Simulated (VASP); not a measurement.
Here is a VASP 6.6.1 calculation.

INCAR

```
PREC = Accurate
ENCUT = 520
EDIFF = 1E-8
ISMEAR = -1
SIGMA = 0.01
LREAL = Auto
LASPH = True
NELM = 80
ALGO = Fast
ISIF = 2
LWAVE = False
LCHARG = False
GGA = PE
LEFG = True
NELECT = 184.0
NBANDS = 110
```

KPOINTS

```
regular mesh
0
Gamma
  3 3 3
```

The input POSCAR:

```
Ca8F15
1.0
    0.0000000000      5.4620000000      5.4620000000
    5.4620000000      0.0000000000      5.4620000000
    5.4620000000      5.4620000000      0.0000000000
Ca F
8 15
Direct
    0.0000000000      0.0000000000      0.0000000000
    0.0000000000      0.0000000000      0.5000000000
    0.0000000000      0.5000000000      0.0000000000
    0.0000000000      0.5000000000      0.5000000000
    0.5000000000      0.0000000000      0.0000000000
    0.5000000000      0.0000000000      0.5000000000
    0.5000000000      0.5000000000      0.0000000000
    0.5000000000      0.5000000000      0.5000000000
    0.1250000000      0.1250000000      0.6250000000
    0.1250000000      0.6250000000      0.1250000000
    0.1250000000      0.6250000000      0.6250000000
    0.6250000000      0.1250000000      0.1250000000
    0.6250000000      0.1250000000      0.6250000000
    0.6250000000      0.6250000000      0.1250000000
    0.6250000000      0.6250000000      0.6250000000
    0.3750000000      0.3750000000      0.3750000000
    0.3750000000      0.3750000000      0.8750000000
    0.3750000000      0.8750000000      0.3750000000
    0.3750000000      0.8750000000      0.8750000000
    0.8750000000      0.3750000000      0.3750000000
    0.8750000000      0.3750000000      0.8750000000
    0.8750000000      0.8750000000      0.3750000000
    0.8750000000      0.8750000000      0.8750000000
```

Potentials or basis: VASP PAW PBE potentials, release 64 (Ca_sv, F).

Launch:

```console
$ cat potpaw_PBE.64/Ca_sv/POTCAR potpaw_PBE.64/F/POTCAR > POTCAR
$ mpirun -np 1 vasp_std > vasp.out
```

Estimate the band gap on the k mesh.

5.01 eV, direct.

Estimate the largest force.

1.580 eV/Å.

Electric field gradients, principal values (V/Å²):
| atom | Vxx | Vyy | Vzz |
| --- | --- | --- | --- |
| 1 Ca | -21.590 | -21.590 | 43.180 |
| 2 Ca | -21.590 | -21.591 | 43.180 |
| 3 Ca | -21.590 | -21.591 | 43.180 |
| 4 Ca | 1.515 | 1.515 | -3.030 |
| 5 Ca | -21.590 | -21.591 | 43.180 |
| 6 Ca | 1.515 | 1.515 | -3.030 |
| 7 Ca | 1.515 | 1.515 | -3.030 |
| 8 Ca | 1.515 | 1.515 | -3.031 |
| 9 F | -2.350 | -3.735 | 6.086 |
| 10 F | -2.350 | -3.735 | 6.086 |
| 11 F | -2.351 | -3.740 | 6.091 |
| 12 F | -2.350 | -3.735 | 6.086 |
| 13 F | -2.351 | -3.740 | 6.091 |
| 14 F | -2.351 | -3.740 | 6.091 |
| 15 F | 0.002 | 0.002 | -0.004 |
| 16 F | 0.002 | 0.002 | -0.004 |
| 17 F | -12.672 | -12.692 | 25.364 |
| 18 F | -12.672 | -12.692 | 25.364 |
| 19 F | -12.675 | -12.688 | 25.364 |
| 20 F | -12.672 | -12.692 | 25.364 |
| 21 F | -12.675 | -12.688 | 25.364 |
| 22 F | -12.675 | -12.688 | 25.364 |
| 23 F | 0.002 | 0.002 | -0.003 |

Caveat: the cell carries a net charge on a neutralising background, which shifts energy and pressure; the cell is charged against a uniform background, so pressure and absolute levels hang on convention.
